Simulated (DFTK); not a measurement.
Runs of DFTK 0.8.2 on TaN. Symmetry: Fm-3m, No. 225, cubic system. The conventional cell has a = 4.423 Å, b = 4.423 Å, c = 4.423 Å, α = 90.00°, β = 90.00°, γ = 90.00°. Ta (site symmetry m-3m) has 6 N at 2.21 Å as nearest neighbours. N (site symmetry m-3m) has 6 Ta at 2.21 Å as nearest neighbours. The cell comes from a database or a generator and needn't be the stable form of this composition.

| task | level | potentials or basis | k mesh | cutoff (eV) | valence electrons | SCF solver | mesh quality | gap on the mesh (eV) | pressure (GPa) | V0 of scaled cells (Å³/atom) | B0 (GPa) |
| --- | --- | --- | --- | --- | --- | --- | --- | --- | --- | --- | --- |
| band structure | r2SCAN | SG15 1.2 (PBE) | 7 × 7 × 7 | 1225 | N 5, Ta 27 | ScfAndersonSolver | not flagged | none | -16.2 | - | - |
| single point | LDA | SG15 1.2 (PBE) | 10 × 10 × 10 | 1225 | N 5, Ta 27 | - | not flagged | none | -22.4 | - | - |
| band structure | PBEsol | SG15 1.2 (PBE) | 10 × 10 × 10 | 1225 | N 5, Ta 27 | - | not flagged | none | -11.5 | - | - |
| equation of state | PBEsol | PseudoDojo 0.4 stringent (PBEsol) | 6 × 6 × 6 | 1796 | N 5, Ta 27 | - | coarse | - | - | (b) | 354 |
| single point | r2SCAN | SG15 1.2 (PBE) | 10 × 10 × 10 | 1225 | N 5, Ta 27 | - | not flagged | none | -16.1 | - | - |
| equation of state | PBE | dojo.nc.sr.pbe.v0_4_1.standard.upf (PBE) | 10 × 10 × 10 | 1143 | N 5, Ta 13 | - | not flagged | - | - | 10.76 | 329 |
| band structure | BJ06 | cp2k.nc.sr.pbe.v0_1.largecore.gth (PBE, GTH, large core) | 7 × 7 × 7 | 2884 | N 5, Ta 5 | ScfAndersonSolver | not flagged | none | - | - | - |
| single point | PBEsol | dojo.nc.sr.pbesol.v0_4_1.standard.upf (PBEsol) | 10 × 10 × 10 | 1143 | N 5, Ta 13 | - | not flagged | none | (a) | - | - |
| band structure | LDA | dojo.nc.sr.lda.v0_4_1.stringent.upf (LDA) | 8 × 8 × 8 | 1796 | N 5, Ta 27 | - | not flagged | none | -17.4 | - | - |
| equation of state | PBEsol | dojo.nc.sr.pbesol.v0_4_1.standard.upf (PBEsol) | 10 × 10 × 10 | 1143 | N 5, Ta 13 | - | not flagged | - | - | (c) | 355 |
| single point | PBE | dojo.nc.sr.pbe.v0_4_1.standard.upf (PBE) | 10 × 10 × 10 | 1143 | N 5, Ta 13 | - | not flagged | none | -1.6 | - | - |

Alike in all rows: no spin polarisation; cell as given; smearing fermi-dirac 0.05 eV.

Q: Fill in the values left out.

A: (a) -11.1; (b) 10.47; (c) 10.46.

Caveats: some runs use coarse meshes; the potentials were made for another functional, which shifts forces and pressure (some runs); so large a pressure means that the cell lies far from this level's equilibrium, or that cutoff or potentials fall short (some runs); the program leaves the constant c of mgga_x_tb09 at 1, so the potential is Becke-Johnson's (BJ06) and not Tran and Blaha's, with levels but no total energy (some runs); GTH potentials come without recommended cutoffs, and this one wasn't checked for convergence (some runs); this set keeps more shells in the core, which shifts pressures and gaps (some runs).

A k mesh can miss the band edges, and the runs leave out spin-orbit coupling on Ta.

A gap of «none» marks a metal or a gap under the smearing width.

Not every run made on this cell is shown here.
